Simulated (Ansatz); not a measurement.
Runs of Ansatz 0.2.0 on ZnSe (Stilleite). Symmetry: F-43m, No. 216, cubic system. Conventional cell: a = 5.668 Å, b = 5.668 Å, c = 5.668 Å, α = 90.00°, β = 90.00°, γ = 90.00°. Se (site symmetry -43m) has 4 Zn at 2.45 Å as nearest neighbours. Zn (site symmetry -43m) has 4 Se at 2.45 Å as nearest neighbours. 

```csv
task,level,potentials or basis,cell,k mesh,cutoff (eV),points for each segment of the path,mesh quality,gap on the mesh (eV),pressure (GPa),relaxed volume (Å³/atom)
relaxation of cell and atoms,HSE06,Ansatz PAW,relaxed,4 × 4 × 4,420,-,coarse,2.34,-,(a)
band structure,BLYP+D3(BJ),Ansatz PAW earlier set,as given,8 × 8 × 8,800,14,not flagged,1.24,-0.3,-
band structure,PBE0,Ansatz PAW,as given,4 × 4 × 4,420,4,coarse,(b),-,-
relaxation of cell and atoms,BLYP+D4,Ansatz PAW,relaxed,8 × 8 × 8,420,-,not flagged,1.19,0.0,22.99
```

Alike in all rows: no spin polarisation; smearing fermi-dirac 0.05 eV.

Estimate the missing entries.

(a) 23.27; (b) 3.10.

Caveats: some runs use coarse meshes; the PAW data sets come from PBE, with cores solved anew for the run's functional, which leaves a small shift of forces and pressure; the plane-wave basis is chosen anew once the cell has moved, so the energies of steps on either side of that aren't comparable (some runs); the potentials were made for another functional, which shifts forces and pressure (some runs).

A k mesh can miss the band edges, and the runs leave out spin-orbit coupling on Se.

Not every run made on this cell is shown here.
